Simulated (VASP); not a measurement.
# TaN (P3m1) in VASP: a series of runs

One crystal, TaN, is run at these levels: LDA; tasks: single point.

Program: VASP 6.6.1. These are calculated values, not measurements. Logs are shortened: lines on timing, memory, paths and dates and some standing lists are left out, and cuts for length are marked.

### Step 1. The cell of the first run

Symmetry: P3m1, No. 156, trigonal system. Conventional cell: a = 2.938 Å, b = 2.938 Å, c = 2.883 Å, α = 90.00°, β = 90.00°, γ = 120.00°. Around Ta (site symmetry 3m) lie 3 N at 2.07 Å. Around N (site symmetry 3m) lie 3 Ta at 2.07 Å.

### Step 2. Single point, LDA (all N atoms moved +0.263 Å, as atom 2 along Cartesian [0 0 1])

The input, INCAR:

```
PREC = Accurate
ENCUT = 520
EDIFF = 1E-6
ISMEAR = 0
SIGMA = 0.15
LREAL = F
LASPH = T
NELM = 100
ALGO = Fast
ISIF = 2
LWAVE = F
LCHARG = F
NBANDS = 15
```

The input, KPOINTS:

```
Automatic mesh
0
Gamma
  18 18 16
```

The input, POSCAR:

```
TaN
1.0
    2.9379988584      0.0000000000      0.0000000000
   -1.4689994292      2.5443816477      0.0000000000
    0.0000000000      0.0000000000      2.8830000000
Ta N
1 1
Direct
    0.3333333333      0.6666666667      0.5000000000
    0.0000000000      0.0000000000      0.0910509886
```

Potentials or basis: VASP PAW LDA potentials, release 64 (Ta_pv, N).

Started as:

```console
cat potpaw_LDA.64/Ta_pv/POTCAR potpaw_LDA.64/N/POTCAR > POTCAR
mpirun -np 1 vasp_std > vasp.out
```

OUTCAR:

```text
PREC = Accurate
   ENCUT = 520
   EDIFF = 1E-6
   ISMEAR = 0
   LREAL = F
   LASPH = T
   NELM = 100
   ISIF = 2

 ion  position               nearest neighbor table
   1  0.333  0.667  0.500-   2 2.07   2 2.07   2 2.07   2 2.40   2 2.40   2 2.40
   2  0.000  0.000  0.091-   1 2.07   1 2.07   1 2.07   1 2.40   1 2.40   1 2.40

  LATTYP: Found a hexagonal cell.
 ALAT       =     2.9379988584
 C/A-ratio  =     0.9812801635

  Lattice vectors:

 A1 = (   2.9379988584,   0.0000000000,   0.0000000000)
 A2 = (  -1.4689994292,   2.5443816477,   0.0000000000)
 A3 = (   0.0000000000,   0.0000000000,   2.8830000000)

Analysis of symmetry for initial positions (statically):
=====================================================================
 Subroutine PRICEL returns:
 Original cell was already a primitive cell.

 Routine SETGRP: Setting up the symmetry group for a
 hexagonal supercell.

 Subroutine GETGRP returns: Found  6 space group operations
 (whereof  6 operations were pure point group operations)
 out of a pool of 24 trial point group operations.

The static configuration has the point symmetry C_3v.

Analysis of symmetry for dynamics (positions and initial velocities):
=====================================================================
 Subroutine PRICEL returns:
 Original cell was already a primitive cell.

 Routine SETGRP: Setting up the symmetry group for a
 hexagonal supercell.

 Subroutine GETGRP returns: Found  6 space group operations
 (whereof  6 operations were pure point group operations)
 out of a pool of 24 trial point group operations.

The dynamic configuration has the point symmetry C_3v.

 Subroutine INISYM returns: Found  6 space group operations
 (whereof  6 operations are pure point group operations),
 and found     1 'primitive' translations

----------------------------------------------------------------------------------------

                                     Primitive cell

  volume of cell :      21.5516

  direct lattice vectors                    reciprocal lattice vectors
     2.937998858  0.000000000  0.000000000     0.340367729  0.196511400  0.000000000
    -1.468999429  2.544381648  0.000000000     0.000000000  0.393022800  0.000000000
     0.000000000  0.000000000  2.883000000     0.000000000  0.000000000  0.346860909

  length of vectors
     2.937998858  2.937998858  2.883000000     0.393022800  0.393022800  0.346860909

  position of ions in fractional coordinates (direct lattice)
     0.333333333  0.666666667  0.500000000
     0.000000000  0.000000000  0.091050989

  ion indices of the primitive-cell ions
   primitive index   ion index
                 1           1
                 2           2

----------------------------------------------------------------------------------------

 KPOINTS: Automatic mesh

Automatic generation of k-mesh.
 Grid dimensions read from file:
 generate k-points for:   18   18   16

 Generating k-lattice:

  Cartesian coordinates                     Fractional coordinates (reciprocal lattice)
     0.018909318  0.010917300  0.000000000     0.055555556 -0.000000000  0.000000000
     0.000000000  0.021834600  0.000000000     0.000000000  0.055555556  0.000000000
     0.000000000  0.000000000  0.021678807     0.000000000  0.000000000  0.062500000

  Length of vectors
     0.021834600  0.021834600  0.021678807

  Shift w.r.t. Gamma in fractional coordinates (k-lattice)
     0.000000000  0.000000000  0.000000000

 Subroutine IBZKPT returns following result:
 ===========================================

 Found    522 irreducible k-points:

 Following reciprocal coordinates:
            Coordinates               Weight
  0.000000  0.000000  0.000000      1.000000
  0.055556  0.000000  0.000000      6.000000
  0.111111  0.000000  0.000000      6.000000
  0.166667  0.000000  0.000000      6.000000
  0.222222 -0.000000  0.000000      6.000000
  0.277778 -0.000000  0.000000      6.000000
[... 16 lines left out ...]
  0.333333  0.111111  0.000000     12.000000
  0.388889  0.111111  0.000000     12.000000
 [... further k-points ...]
   k-points           NKPTS =    522   k-points in BZ     NKDIM =    522   number of bands    NBANDS=     15
   number of dos      NEDOS =    301   number of ions     NIONS =      2
   total plane-waves  NPLWV =  13824
   dimension x,y,z NGX =    24 NGY =   24 NGZ =   24
   dimension x,y,z NGXF=    48 NGYF=   48 NGZF=   48
   ions per type =               1   1
   NGX,Y,Z   is equivalent  to a cutoff of  13.58, 13.58, 13.84 a.u.
   NGXF,Y,Z  is equivalent  to a cutoff of  27.16, 27.16, 27.68 a.u.
 SYSTEM =  unknown system
   PREC   = accura    normal or accurate (medium, high low for compatibility)
   ISTART =      0    job   : 0-new  1-cont  2-samecut
   ICHARG =      2    charge: 1-file 2-atom 10-const
   ISPIN  =      1    spin polarized calculation?
   LNONCOLLINEAR =      F non collinear calculations
   LSORBIT =      F    spin-orbit coupling
   LASPH  =      T    aspherical Exc in radial PAW
   ENCUT  =  520.0 eV  38.22 Ry    6.18 a.u.   5.46  5.46  5.36*2*pi/ulx,y,z
   NELM   =    100;   NELMIN=  2; NELMDL= -5     # of ELM steps
   EDIFF  = 0.1E-05   stopping-criterion for ELM
   LREAL  =      F    real-space projection
   EDIFFG = 0.1E-04   stopping-criterion for IOM
   NSW    =      0    number of steps for IOM
   IBRION =     -1    ionic relax: 0-MD 1-quasi-New 2-CG
   NFREE  =      0    steps in history (QN), initial steepest desc. (CG)
   ISIF   =      2    stress and relaxation
   ISYM   =      2    0-nonsym 1-usesym 2-fastsym
   POTIM  = 0.5000    time-step for ionic-motion
   TEBEG  =    0.0;   TEEND  =   0.0 temperature during run
   PSTRESS=    0.0 pullay stress
   NELECT =      16.0000    total number of electrons
   NUPDOWN=      -1.0000    fix difference up-down
   EMIN   =  10.00;   EMAX   =-10.00  energy-range for DOS
   EFERMI =   0.00;   METHOD = LEGACY
   ISMEAR =     0;   SIGMA  =   0.15  broadening in eV -4-tet -1-fermi 0-gaus
   EFERMI_NEDOS =   21; number of points for ismear=-14 and -15
   IALGO  =     68    algorithm
   IMIX   =      4    mixing-type and parameters
     AMIX     =   0.40;   BMIX     =  1.00
     AMIX_MAG =   1.60;   BMIX_MAG =  1.00
  volume/ion in A,a.u.               =      10.78        72.72
  Fermi-wavevector in a.u.,A,eV,Ry     =   1.482366  2.801265 29.897546  2.197408
  Thomas-Fermi vector in A             =   2.596161
   LORBIT       =      0    0 simple, 1 ext, 2 COOP (PROOUT), +10 PAW based schemes
   GGA     = CA    functional components
   LHFCALC =     F    Hartree Fock is set to
   AEXX    =    0.0000 exact exchange contribution
   IVDW    =     0    specifies the selected vdW correction
   LEPSILON=     F    determine dielectric tensor
   LRPA    =     F    only Hartree local field effects (RPA)
 non-spin polarized calculation
 RMM-DIIS sequential band-by-band and
 Gauss-broadening in eV      SIGMA  =   0.15
  energy-cutoff  :      520.00
  volume of cell :       21.55
 maximum number of plane-waves:       605
 NGX is ok and might be reduce to    24
   NGX = 11   NGY = 11   NGZ = 11

 number of electron      16.0000002 magnetization

 Free energy of the ion-electron system (eV)
  ---------------------------------------------------
  ext. energy  EPLUGINS =         0.00000000
  ---------------------------------------------------
  free energy    TOTEN  =       -24.20378032 eV

  energy without entropy =      -24.20271709  energy(sigma->0) =      -24.20324871

 E-fermi :   8.3054     XC(G=0): -13.5440

 val. band max:        8.2987455370   @ k =   0.0556   0.0000   0.4375
 cond. band min:       8.3552136654   @ k =   0.0000   0.0556   0.4375
 fundamental gap:      0.0564681284
 Fermi energy:         8.3054106844

 k-point     1 :       0.0000    0.0000    0.0000
  band No.  band energies     occupation
      1     -26.4343      2.00000
      2     -26.1833      2.00000
      3     -26.1833      2.00000
      4      -9.4199      2.00000
      5       2.5529      2.00000
      6       3.1095      2.00000
      7       3.1095      2.00000
      8       6.9072      2.00000
      9      10.4388      0.00000
     10      11.1741      0.00000
     11      11.1741      0.00000
     12      13.1932      0.00000
     13      13.1932      0.00000
     14      19.9548      0.00000
     15      20.6714      0.00000

 k-point     2 :       0.0556    0.0000    0.0000
  band No.  band energies     occupation
      1     -26.4305      2.00000
      2     -26.2188      2.00000
      3     -26.1909      2.00000
      4      -9.3535      2.00000
      5       2.4785      2.00000
      6       3.0794      2.00000
      7       3.1607      2.00000
      8       6.8517      2.00000
      9      10.6085      0.00000
     10      11.0528      0.00000
     11      11.1573      0.00000
     12      13.1907      0.00000
     13      13.2614      0.00000
     14      20.0930      0.00000
     15      20.6737      0.00000

 k-point     3 :       0.1111    0.0000    0.0000
  band No.  band energies     occupation
      1     -26.4223      2.00000
      2     -26.3171      2.00000
      3     -26.2128      2.00000
      4      -9.1626      2.00000
      5       2.1532      2.00000
      6       3.1530      2.00000
      7       3.3063      2.00000
      8       6.6640      2.00000
      9      10.6850      0.00000
     10      11.1209      0.00000
     11      11.1218      0.00000
     12      13.1805      0.00000
     13      13.4611      0.00000
     14      20.4230      0.00000
     15      20.6904      0.00000
[... 343 lines left out ...]
 k-point    23 :       0.3333    0.1111    0.0000
  band No.  band energies     occupation
      1     -27.1432      2.00000
      2     -26.4789      2.00000
      3     -26.2899      2.00000
      4      -7.3675      2.00000
      5       0.1948      2.00000
      6       3.2183      2.00000
      7       4.0012      2.00000
      8       5.7389      2.00000
      9       9.6479      0.00000
     10      11.0355      0.00000
     11      12.6129      0.00000
     12      14.0880      0.00000
     13      16.7262      0.00000
     14      21.3196      0.00000
     15      23.2399      0.00000

 k-point    24 :       0.3889    0.1111    0.0000
  band No.  band energies     occupation
      1     -27.2195      2.00000
      2     -26.5063      2.00000
      3     -26.2774      2.00000
      4      -7.1798      2.00000
      5       0.1138      2.00000
      6       3.0305      2.00000
      7       3.9405      2.00000
      8       5.7383      2.00000
      9      10.0829      0.00000
     10      11.1561      0.00000
     11      12.1673      0.00000
     12      14.2482      0.00000
     13      17.5840      0.00000
     14      20.6759      0.00000
     15      23.2220      0.00000

 [... further k-points ...]

------------------------ aborting loop because EDIFF is reached ----------------------------------------

  FORCE on cell =-STRESS in cart. coord.  units (eV):
  Direction    XX          YY          ZZ          XY          YZ          ZX
  --------------------------------------------------------------------------------------
  -------------------------------------------------------------------------------------
  Total        0.6205159      0.6205159      0.6384813      0.0000000      0.0000000      0.0000000
  in kB       46.1301616     46.1301616     47.4657411      0.0000000      0.0000000      0.0000000
  external PRESSURE =      46.5753547 kB  Pullay stress =       0.0000000 kB

 VOLUME and BASIS-vectors are now :
 -----------------------------------------------------------------------------
  energy-cutoff  :      520.00
  volume of cell :       21.55
      direct lattice vectors                 reciprocal lattice vectors
     2.937998858  0.000000000  0.000000000     0.340367729  0.196511400  0.000000000
    -1.468999429  2.544381648  0.000000000     0.000000000  0.393022800  0.000000000
     0.000000000  0.000000000  2.883000000     0.000000000  0.000000000  0.346860909

 POSITION                                       TOTAL-FORCE (eV/Angst)
 -----------------------------------------------------------------------------------
     -0.00000      1.69625      1.44150         0.000000     -0.000000      3.979431
      0.00000      0.00000      0.26250        -0.000000      0.000000     -3.979431
 -----------------------------------------------------------------------------------
    total drift:                                0.000000     -0.000000      0.000156

  FREE ENERGIE OF THE ION-ELECTRON SYSTEM (eV)
  ---------------------------------------------------
  free  energy   TOTEN  =       -24.2037803221 eV

  energy  without entropy=      -24.2027170902  energy(sigma->0) =      -24.20324871
```

It took 48 s on 1 thread of Intel Xeon 6975P-C (Granite Rapids), shared host; peak memory 0.27 GiB.

Results:

| Property | Result |
| --- | --- |
| Free energy | -24.2038 eV |
| Pressure | 4.7 GPa |
| Largest force | 3.979 eV/Å |
| Band gap on the k mesh | none (metal or under the smearing width) |

Forces on the atoms (eV/Å):
```
Ta   0.000  0.000  3.979
N    0.000  0.000 -3.979
```

Levels at points of the mesh, in eV from the Fermi level:
```csv
k point,band 5,band 6,band 7,band 8,band 9,band 10,band 11,band 12
"(0.00, 0.00, 0.00)",-5.75,-5.20,-5.20,-1.40,2.13,2.87,2.87,4.89
"(0.50, 0.00, 0.00)",-8.37,-5.37,-3.76,-3.26,3.27,3.32,3.66,5.12
"(0.00, 0.00, 0.50)",-9.42,-4.55,-4.55,-0.07,-0.07,2.72,3.59,3.59
"(0.50, 0.00, 0.50)",-7.87,-6.00,-5.98,-0.37,3.80,4.85,5.92,7.02
```

Caveat: forces of over 1 eV/Å show positions far from the minimum, so gaps and moduli don't describe the material at rest. The run has no spin-orbit coupling, so splittings on Ta are missing.

### Step 3. Single point, LDA (all N atoms moved -0.300 Å, as atom 2 along Cartesian [0 0 1])

The input, INCAR:

```
SYSTEM = TaN
ALGO = Fast
EDIFF = 1E-7
ENCUT = 520
ISIF = 2
ISMEAR = 0
LASPH = .True.
LCHARG = .True.
LELF = .True.
LREAL = .False.
LVHAR = .True.
LWAVE = .False.
NBANDS = 15
NELM = 100
PREC = Accurate
SIGMA = 0.15
```

The input, KPOINTS:

```
k-points
0
Gamma
  18 18 16
  0 0 0
```

POSCAR: that of step 2 with these lines changed.

```diff
@@ -9,2 +9,2 @@
     0.3333333333      0.6666666667      0.5000000000
-    0.0000000000      0.0000000000      0.0910509886
+    0.0000000000      0.0000000000     -0.1040582726
```

Potentials or basis: VASP PAW LDA potentials, release 64 (Ta_pv, N).

Started as:

```console
cat potpaw_LDA.64/Ta_pv/POTCAR potpaw_LDA.64/N/POTCAR > POTCAR
mpirun -np 1 vasp_std > vasp.out
```

Wall time 54 s (1 thread of Intel Xeon 6975P-C (Granite Rapids), shared host); peak memory 0.27 GiB.

It converged, with:

* Free energy: -24.0424 eV
* Pressure: 9.0 GPa
* Largest force: 4.626 eV/Å
* Band gap on the k mesh: none (metal or under the smearing width)

Forces on the atoms (eV/Å):
```
Ta   0.000  0.000 -4.626
N    0.000  0.000  4.626
```

Stress tensor (GPa, compression positive):
```
9.33 0.00 0.00
0.00 9.33 0.00
0.00 0.00 8.43
```

Levels at points of the mesh, in eV from the Fermi level:
| k point | band 6 | band 7 | band 8 | band 9 | band 10 | band 11 |
| --- | --- | --- | --- | --- | --- | --- |
| (0.00, 0.00, 0.00) | -5.39 | -5.39 | -1.14 | 2.07 | 2.76 | 2.76 |
| (0.50, 0.00, 0.00) | -5.44 | -3.93 | -3.19 | 3.04 | 3.35 | 3.42 |
| (0.00, 0.00, 0.50) | -4.78 | -4.78 | -0.08 | -0.08 | 2.80 | 3.68 |
| (0.50, 0.00, 0.50) | -6.07 | -5.98 | -0.40 | 3.71 | 4.71 | 5.87 |

Caveat: forces of over 1 eV/Å show positions far from the minimum, so gaps and moduli don't describe the material at rest. The run has no spin-orbit coupling, so splittings on Ta are missing.

### Step 4. Single point, LDA (all N atoms moved -0.150 Å, as atom 2 along Cartesian [0 0 1])

The input, INCAR:

```
  ALGO = Fast
  EDIFF = 1E-7
  ENCUT = 520
  ISIF = 2
  ISMEAR = 0
  LASPH = True
  LCHARG = False
  LREAL = False
  LWAVE = False
  NBANDS = 15
  NELM = 100
  PREC = Accurate
  SIGMA = 0.15
```

The input, KPOINTS:

```
k-points
0
Gamma
  18 18 16
```

POSCAR: that of step 3 with these lines changed.

```diff
@@ -9,2 +9,2 @@
     0.3333333333      0.6666666667      0.5000000000
-    0.0000000000      0.0000000000     -0.1040582726
+    0.0000000000      0.0000000000     -0.0520291363
```

Started as:

```console
cat potpaw_LDA.64/Ta_pv/POTCAR potpaw_LDA.64/N/POTCAR > POTCAR
mpirun -np 1 vasp_std > vasp.out
```

Run time: 54 s. Hardware: 1 thread of Intel Xeon 6975P-C (Granite Rapids), shared host; peak memory 0.27 GiB.

It converged, with:

```yaml
Free_energy: -24.5454 eV
Pressure: -5.1 GPa
Largest_force: 2.126 eV/Å
Band_gap_on_the_k_mesh: none (metal or under the smearing width)
```

Forces on the atoms (eV/Å):
```
Ta   0.000  0.000 -2.126
N    0.000  0.000  2.126
```

Stress tensor (GPa, compression positive):
```
-5.12  0.00  0.00
 0.00 -5.12  0.00
 0.00  0.00 -4.94
```

Levels at points of the mesh, in eV from the Fermi level:
| k point | band 6 | band 7 | band 8 | band 9 | band 10 | band 11 |
| --- | --- | --- | --- | --- | --- | --- |
| (0.00, 0.00, 0.00) | -4.73 | -4.73 | -2.15 | 2.32 | 3.23 | 3.23 |
| (0.50, 0.00, 0.00) | -5.21 | -3.38 | -3.32 | 3.10 | 3.85 | 4.52 |
| (0.00, 0.00, 0.50) | -3.98 | -3.98 | -0.06 | -0.06 | 2.57 | 3.41 |
| (0.50, 0.00, 0.50) | -6.04 | -5.75 | -0.27 | 4.08 | 5.20 | 6.05 |

Caveat: forces of over 1 eV/Å show positions far from the minimum, so gaps and moduli don't describe the material at rest.

### Step 5. The runs side by side

```tsv
cell	further INCAR settings	gap on the mesh (eV)	pressure (GPa)	largest force (eV/Å)
all N atoms moved +0.263 Å, as atom 2 along Cartesian [0 0 1]	ALGO = Fast; EDIFF = 1e-06; NBANDS = 15	none	4.7	3.98
all N atoms moved -0.300 Å, as atom 2 along Cartesian [0 0 1]	ALGO = Fast; EDIFF = 1e-07; NBANDS = 15	none	9.0	4.63
all N atoms moved -0.150 Å, as atom 2 along Cartesian [0 0 1]	ALGO = Fast; EDIFF = 1e-07; NBANDS = 15	none	-5.1	2.13
```

Alike in all rows: task single point; level LDA; potentials or basis VASP PAW LDA potentials, release 64 (Ta_pv, N); no spin polarisation; k mesh 18 × 18 × 16; cutoff (eV) 520; smearing gaussian 0.15 eV.

Caveats: forces of over 1 eV/Å show positions far from the minimum, so gaps and moduli don't describe the material at rest.

Absolute energies hang on the potentials; compare differences alone.
